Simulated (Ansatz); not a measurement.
The system is MgS.

```
S Mg
1.0
     0.00000    2.83312    2.83312
     2.83312    0.00000    2.83312
     2.83312    2.83312    0.00000
S Mg
1 1
Cartesian
  1.4166 1.4166 1.4166
  0.0000 0.0000 0.0000
```

The cell comes from a database or a generator and needn't be the stable form of this composition.

Base run:

* Program: Ansatz 0.2.0
* Functional: PBEsol
* Potentials or basis: all-electron PAW datasets made for the crystal
* Cutoff: 200 eV
* Density cutoff: 1000 eV
* k mesh: 6 × 6 × 6
* Occupations: fermi-dirac, width 0.05 eV
* Spin: no spin polarisation

Its results: band gap on the k mesh 3.28 eV, direct.

Question: The run is repeated on the same cell with these changes: functional from PBEsol to HSE06; cutoff from 200 eV to 250 eV. What comes out?

Answer: Band gap on the k mesh 4.51 eV, direct.

HSE06 gives the wider gap, since exact exchange removes part of the self-interaction.

A k mesh can miss the band edges.

Not every run made on this cell is shown here.
